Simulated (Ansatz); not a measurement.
# BAs (F-43m) in Ansatz: convergence with k mesh

Aim: find how far k mesh must go before the results for BAs settle, at PBE. This setting moves, with any that are tied to it; all else stays.

All numbers are computed with Ansatz 0.2.0; they aren't measurements. Logs are shortened: lines on timing, memory, paths and dates and some standing lists are left out, and cuts for length are marked.

## Step 1: Starting point

The structure is cubic, space group F-43m (No. 216). Conventional cell: a = 4.777 Å, b = 4.777 Å, c = 4.777 Å, α = 90.00°, β = 90.00°, γ = 90.00°. Around As (site symmetry -43m) lie 4 B at 2.07 Å. B (site symmetry -43m) is surrounded by 4 As at 2.07 Å.

## Step 2: With k mesh 3 × 3 × 3

Input file input.yaml:

```yaml
crystal:
  lattice:
    - [0.0, 2.3885, 2.3885]
    - [2.3885, 0.0, 2.3885]
    - [2.3885, 2.3885, 0.0]
  atoms:
    - { symbol: As, position: [0.75, 0.75, 0.75] }
    - { symbol: B, position: [0.0, 0.0, 0.0] }
hamiltonian:
  xc: pbe
  pseudopotentials: { kind: paw }
kpoints:
  mp_grid: { grid: [3, 3, 3] }
scf:
  occupations: { method: gaussian, width: 0.1 }
output:
  forces: true
  stress: true
  eigenvalues: true
```

Potentials or basis: Ansatz PAW.

Started as:

```sh
$ ansatz run input.yaml --threads 2 --pin off --max-ram 5632MiB --backend cpu --events-out ev --progress --plain --runs-dir out
```

Run time: 0.85 s. Hardware: 2 threads of Intel Xeon at 2.50GHz (Skylake/Cascade Lake), shared host; peak memory 0.29 GiB.

What came out:

* Free energy: -5011.4621 eV
* Pressure: 5.1 GPa
* Band gap on the k mesh: 1.25 eV, indirect (least direct gap 3.24 eV)

## Step 3: With k mesh 4 × 4 × 4

Edit input.yaml of step 2 so:

```diff
@@ -12,3 +12,3 @@
 kpoints:
-  mp_grid: { grid: [3, 3, 3] }
+  mp_grid: { grid: [4, 4, 4] }
 scf:
```

Potentials or basis: Ansatz PAW.

Started as:

```sh
$ ansatz run input.yaml --threads 2 --pin off --max-ram 5632MiB --backend cpu --events-out ev --progress --plain --runs-dir out
```

Run time: 0.87 s. Hardware: 2 threads of Intel Xeon at 2.50GHz (Skylake/Cascade Lake), shared host; peak memory 0.29 GiB.

What came out:

```yaml
Free_energy: -5011.9221 eV
Pressure: 3.4 GPa
Band_gap_on_the_k_mesh: 1.42 eV, indirect (least direct gap 3.26 eV)
```

## Step 4: With k mesh 5 × 5 × 5

Edit input.yaml of step 3 so:

```diff
@@ -12,3 +12,3 @@
 kpoints:
-  mp_grid: { grid: [4, 4, 4] }
+  mp_grid: { grid: [5, 5, 5] }
 scf:
```

Started as:

```sh
$ ansatz run input.yaml --threads 2 --pin off --max-ram 5632MiB --backend cpu --events-out ev --progress --plain --runs-dir out
```

Wall time 1 s (2 threads of Intel Xeon at 2.50GHz (Skylake/Cascade Lake), shared host); peak memory 0.29 GiB.

Results:

```yaml
Free_energy: -5012.0444 eV
Pressure: 2.9 GPa
Band_gap_on_the_k_mesh: 1.18 eV, indirect (least direct gap 3.27 eV)
```

## Step 5: With k mesh 6 × 6 × 6

Edit input.yaml of step 4 so:

```diff
@@ -12,3 +12,3 @@
 kpoints:
-  mp_grid: { grid: [5, 5, 5] }
+  mp_grid: { grid: [6, 6, 6] }
 scf:
```

Started as:

```sh
$ ansatz run input.yaml --threads 2 --pin off --max-ram 5632MiB --backend cpu --events-out ev --progress --plain --runs-dir out
```

Wall time 1.1 s (2 threads of Intel Xeon at 2.50GHz (Skylake/Cascade Lake), shared host); peak memory 0.29 GiB.

Results:

* Free energy: -5012.0816 eV
* Pressure: 2.8 GPa
* Band gap on the k mesh: 1.28 eV, indirect (least direct gap 3.28 eV)

## Step 6: With k mesh 7 × 7 × 7

Edit input.yaml of step 5 so:

```diff
@@ -12,3 +12,3 @@
 kpoints:
-  mp_grid: { grid: [6, 6, 6] }
+  mp_grid: { grid: [7, 7, 7] }
 scf:
```

Potentials or basis: Ansatz PAW.

Started as:

```sh
$ ansatz run input.yaml --threads 2 --pin off --max-ram 5632MiB --backend cpu --events-out ev --progress --plain --runs-dir out
```

It took 1.3 s on 2 threads of Intel Xeon at 2.50GHz (Skylake/Cascade Lake), shared host; peak memory 0.29 GiB.

The run converged. Its results:

```yaml
Free_energy: -5012.0938 eV
Pressure: 2.8 GPa
Band_gap_on_the_k_mesh: 1.20 eV, indirect (least direct gap 3.28 eV)
```

## Step 7: With k mesh 9 × 9 × 9

Edit input.yaml of step 6 so:

```diff
@@ -12,3 +12,3 @@
 kpoints:
-  mp_grid: { grid: [7, 7, 7] }
+  mp_grid: { grid: [9, 9, 9] }
 scf:
```

Started as:

```sh
$ ansatz run input.yaml --threads 2 --pin off --max-ram 5632MiB --backend cpu --events-out ev --progress --plain --runs-dir out
```

Run time: 1.8 s. Hardware: 2 threads of Intel Xeon at 2.50GHz (Skylake/Cascade Lake), shared host; peak memory 0.31 GiB.

The run converged. Its results:

```yaml
Free_energy: -5012.0997 eV
Pressure: 2.8 GPa
Band_gap_on_the_k_mesh: 1.24 eV, indirect (least direct gap 3.28 eV)
```

## Step 8: With k mesh 11 × 11 × 11

Edit input.yaml of step 7 so:

```diff
@@ -12,3 +12,3 @@
 kpoints:
-  mp_grid: { grid: [9, 9, 9] }
+  mp_grid: { grid: [11, 11, 11] }
 scf:
```

Started as:

```sh
$ ansatz run input.yaml --threads 2 --pin off --max-ram 5632MiB --backend cpu --events-out ev --progress --plain --runs-dir out
```

Wall time 2.2 s (2 threads of Intel Xeon at 2.50GHz (Skylake/Cascade Lake), shared host); peak memory 0.32 GiB.

It converged, with:

```
Free energy            : -5012.1005 eV
Pressure               : 2.8 GPa
Band gap on the k mesh : 1.21 eV, indirect (least direct gap 3.28 eV)
```

## Step 9: With k mesh 13 × 13 × 13

Edit input.yaml of step 8 so:

```diff
@@ -12,3 +12,3 @@
 kpoints:
-  mp_grid: { grid: [11, 11, 11] }
+  mp_grid: { grid: [13, 13, 13] }
 scf:
```

Potentials or basis: Ansatz PAW.

Started as:

```sh
$ ansatz run input.yaml --threads 2 --pin off --max-ram 5632MiB --backend cpu --events-out ev --progress --plain --runs-dir out
```

Wall time 2.8 s (2 threads of Intel Xeon at 2.50GHz (Skylake/Cascade Lake), shared host); peak memory 0.34 GiB.

It converged, with:

- Free energy: -5012.1006 eV
- Pressure: 2.8 GPa
- Band gap on the k mesh: 1.19 eV, indirect (least direct gap 3.28 eV)

## Step 10: With k mesh 16 × 16 × 16

Edit input.yaml of step 9 so:

```diff
@@ -12,3 +12,3 @@
 kpoints:
-  mp_grid: { grid: [13, 13, 13] }
+  mp_grid: { grid: [16, 16, 16] }
 scf:
```

Potentials or basis: Ansatz PAW.

Started as:

```sh
$ ansatz run input.yaml --threads 2 --pin off --max-ram 5632MiB --backend cpu --events-out ev --progress --plain --runs-dir out
```

The log of the run:

```text
Warning: RAYON_NUM_THREADS=2 ignored (pool sized by the plan → 2); use --threads N
Engine: ansatz 0.2.0, x86_64-unknown-linux-gnu
Pseudopotentials: kind: paw
Pseudopotential: As, paw, valence charge 15, recommended cutoff 420 eV (normal), As.paw.azcp
Pseudopotential: B, paw, valence charge 3, recommended cutoff 420 eV (normal), B.paw.azcp
Functional definition: PBE
  parameter kappa = 0.804
  parameter beta = 0.06672455060314922
  exchange = pbe_x(kappa = kappa, mu = beta*pi^2/3)
  correlation = pbe_c(beta = beta)
Crystal: 2 atoms, lattice volume = 27.252 Å³
Basis set: ecut = 420 eV, 531 PW (Γ), exchange–correlation on 48×48×48 points (8 copies of the dense FFT grid, shifted against one another)
Bands: 13, of which v1, the nominal top of the filled ones, is band 9 counted from 1 (8 counted from 0)
Symmetry: 24 space group operations
Space group: F-43m (ITA 216), of the structure as read, at distance tolerance 3.0e-5 Å
k-points: 145 of 4096 (time reversal used)
Non-local potential: As, projectors of the file, l = 0: 2, l = 1: 2, l = 2: 3, l = 3: 1
Non-local potential: B, projectors of the file, l = 0: 2, l = 1: 2, l = 2: 1
PAW form: soft (Blöchl's): semilocal exchange-correlation on the pseudo side does not see the compensation charge
PAW one-centre angular grid: As, 590 points (default); XC on 64 Gauss nodes
PAW one-centre angular grid: B, 110 points (default); XC on 64 Gauss nodes
Initial density: superposition of atomic densities (neutral atoms: chi_scale 0, normalization atom), corrected by the library's trained network
Initial wavefunctions: pseudopotential atomic-orbital guess
Functional: x = pbe(κ = 0.804, μ = 0.2195149727645171), c = pbe(β = 0.06672455060314922)
SCF iter   1: F=—  HF=-5012.100583 eV  |F-HF|=—  |Δ(HF+E_count)|=         —  Δρ=8.01e-4  dr2=1.06e-4  ethr=1.77e-3  ⟨swp⟩=5.0  Hψ=10690  notcnv=0
preconditioner: auto → none  [insulator: Δε(μ)=1.198 eV  Ē_g=12.414 eV  σ=0.100 eV  W_gap=1.00  n_scr=8 (ndim 8)  ℏωp=20.1 eV  f_vac=0.001  D(μ)=0.00/eV (n_scr^D=0)  ε∞_Penn≈3.6]
SCF iter   2: F=—  HF=-5012.100616 eV  |F-HF|=—  |Δ(HF+E_count)|=   3.24e-5  Δρ=4.43e-4  dr2=3.29e-5  ethr=5.88e-7  ⟨swp⟩=2.8  Hψ=4441  notcnv=0
SCF iter   3: F=—  HF=-5012.100640 eV  |F-HF|=—  |Δ(HF+E_count)|=   2.41e-5  Δρ=2.46e-4  dr2=5.39e-6  ethr=1.83e-7  ⟨swp⟩=2.3  Hψ=3012  notcnv=0
SCF iter   4: F=—  HF=-5012.100665 eV  |F-HF|=—  |Δ(HF+E_count)|=   2.48e-5  Δρ=4.91e-5  dr2=8.83e-7  ethr=2.99e-8  ⟨swp⟩=2.4  Hψ=3188  notcnv=0
iter 5 did not close the SCF: its close was put off for the readings that it lacked (scf_convergence_deferred on its scf_iter line)
SCF iter   5: F=-5012.100664 eV  HF=-5012.100664 eV  |F-HF|=1.34e-8  |Δ(HF+E_count)|=   2.25e-7  Δρ=9.15e-6  dr2=2.93e-8  ethr=4.90e-9  ⟨swp⟩=2.0  Hψ=3181  notcnv=0
SCF iter   6: F=-5012.100664 eV  HF=-5012.100664 eV  |F-HF|=8.55e-9  |Δ(HF+E_count)|=   3.38e-9  Δρ=4.32e-6  dr2=5.43e-9  ethr=1.63e-10  ⟨swp⟩=2.0  Hψ=5789  notcnv=0
SCF 1 converged in 6 iterations: F = -5012.100664 eV  dr2 = 5.43e-9
SCF converged after 6 iterations
Free energy (F): -5012.100664 eV
Harris-Foulkes:  -5012.100664 eV  (|F-HF|=8.55e-9)
Internal energy: -5012.100664 eV  (E = F + TS)
E sigma→0 (E₀):  -5012.100664 eV
Fermi energy:    11.721324 eV
--- Per-component energies (eV) ---
  E_band       = -210.291706
  E_kinetic    = 152.074454
  E_local      = -1693.913383  (includes V_loc(G=0)·N_el)
  E_nonlocal   = -657.790886
  E_hartree    = 940.031259
  E_xc         = -111.431487
  E_vxc        = -117.663123  (∫ρ·V_xc dr)
  E_paw        = -1915.295632  (= ΣΔE_a)
  E_vpaw       = 226.942074  (= ΣTr[D̂ρ^β])
  E_aug_tail   = 0.000007  (compensation charges beyond the density's cutoff)
  E_ewald      = -1725.774997
  E_smearing   = -0.000000  (= −TS)
  E_closure    = 0.000000  (closes the sum)
  Σ components = -5012.100664   (vs F -5012.100664, Δ=0.00e0)
--- Forces (eV/Å), atoms counted from 1 ---
  atom   1  As    -0.00000000     0.00000000     0.00000000
  atom   2  B     -0.00000000     0.00000000     0.00000000
  max |Σ_I F_I| component: 4.81e-16 eV/Å
--- Stress (GPa, compression-positive) ---
        2.770875      -0.000000      -0.000000
       -0.000000       2.770875       0.000000
       -0.000000       0.000000       2.770875
  P = ⅓ Tr σ = 2.7709 GPa (27.709 kbar)
--- Band table (eV; the first three rows and the last of 145) ---
  k-point 0: bands = ["-24.6854", "-24.6854", "-24.6854", "-24.6631", "-24.6631", "-4.2777", "11.1256", "11.1256", "11.1256", "14.4066", "14.4066", "14.4066", "15.7991"]
  k-point 1: bands = ["-24.6853", "-24.6851", "-24.6851", "-24.6631", "-24.6631", "-4.2134", "10.4905", "10.9969", "10.9969", "14.5307", "14.5759", "14.5759", "16.1607"]
  k-point 2: bands = ["-24.6850", "-24.6843", "-24.6843", "-24.6630", "-24.6630", "-4.0216", "9.1619", "10.6880", "10.6880", "14.5210", "14.9839", "14.9839", "17.0799"]
  k-point 144: bands = ["-24.6820", "-24.6783", "-24.6698", "-24.6658", "-24.6600", "0.0632", "3.0735", "5.6450", "5.9394", "16.3916", "17.0673", "17.9422", "18.1734"]
```

It took 4.3 s on 2 threads of Intel Xeon at 2.50GHz (Skylake/Cascade Lake), shared host; peak memory 0.37 GiB.

Results:

- Free energy: -5012.1007 eV
- Pressure: 2.8 GPa
- Band gap on the k mesh: 1.20 eV, indirect (least direct gap 3.28 eV)

## Step 11: Result

| k mesh | energy less the tightest run, at zero smearing (meV/atom) | pressure (GPa) | gap on the mesh (eV) | SCF cycles | CPU time (s) | peak memory (GiB) |
| --- | --- | --- | --- | --- | --- | --- |
| 3 × 3 × 3 | 319.29 | 5.14 | 1.246 | 6 | 1.2 | 0.29 |
| 4 × 4 × 4 | 89.27 | 3.37 | 1.422 | 6 | 1.3 | 0.29 |
| 5 × 5 × 5 | 28.12 | 2.93 | 1.178 | 6 | 1.5 | 0.29 |
| 6 × 6 × 6 | 9.54 | 2.81 | 1.281 | 6 | 1.7 | 0.29 |
| 7 × 7 × 7 | 3.43 | 2.78 | 1.205 | 6 | 1.9 | 0.29 |
| 9 × 9 × 9 | 0.50 | 2.77 | 1.235 | 6 | 2.8 | 0.31 |
| 11 × 11 × 11 | 0.08 | 2.77 | 1.213 | 6 | 3.8 | 0.32 |
| 13 × 13 × 13 | 0.02 | 2.77 | 1.189 | 6 | 4.9 | 0.34 |
| 16 × 16 × 16 | 0.00 | 2.77 | 1.198 | 6 | 8 | 0.37 |

Against the tightest run, the energy stays within 1 meV/atom from 9 × 9 × 9 on; the pressure stays within 0.1 GPa from 6 × 6 × 6 on; the gap on the mesh stays within 0.01 eV from 13 × 13 × 13 on. Meshes of other sizes hit other points, so gaps and Fermi surfaces needn't settle smoothly. The tightest run that finished is the yardstick and may itself not be fully converged.
